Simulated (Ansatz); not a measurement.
## A series in wave cutoff on Al2O3

All results are calculated (Ansatz 0.2.0). One setting of a density functional single point varied, free energy counted from the run at the reference value, pressure positive in compression; periodic cell, basis, potentials, k mesh and filling as listed.

Structure of every row (space group P-3m1, No. 164):
```
CELL_PARAMETERS angstrom
3.01750 0.00000 0.00000
-1.50870 2.61320 0.00000
0.00000 0.00000 7.57460
ATOMIC_POSITIONS crystal
Al 0.00000 0.00000 0.27795
Al 0.00000 0.00000 0.72205
O 0.33333 0.66667 0.19945
O 0.66667 0.33333 0.80055
O 0.00000 0.00000 0.50000
```

Settings of every row: functional PBEsol; dispersion none; potentials PAW; k mesh 12x12x4; k shift 0x0x0; occupations fixed; smearing width 0 eV; spin none; varied setting wave cutoff; reference wave cutoff 550 eV.

Limits: the cell comes from a prototype or a list of computed structures and needn't be the stable phase.

Limits of some rows: cutoff under the advised one (row 1, 2, 3).

```csv
row,wave cutoff (eV),energy less reference (meV/atom)
1,300,285.55
2,350,58.09
3,400,?
4,450,0.81
5,500,0.13
6,550,0
```

Question: what energy less reference should row 3 give?

Worked fit of energy less reference. Measure energy less reference from the row at the highest cutoff, 0.00 meV/atom, and take the logarithm of what remains: 300 → 5.65, 350 → 4.06, 450 → -0.21, 500 → -2.04. A straight line through these is ln|rest| = 17.596 − 0.03932 × cutoff, so the rest falls by a factor of e every 25.4 eV; from 4 rows that is a rough guide, not a law, and the row at the highest cutoff isn't the limit itself. At 400 eV the line gives ln|rest| = 1.868, a rest of 6.48 meV/atom, and so 0.00 + 6.48 = 6.48 meV/atom.

The calculation gave 8.96 meV/atom. The fit lies 2.48 meV/atom (28 % of the value, 0.87 % of the column's range) below it; its largest miss of a shown row is 44.75 meV/atom.
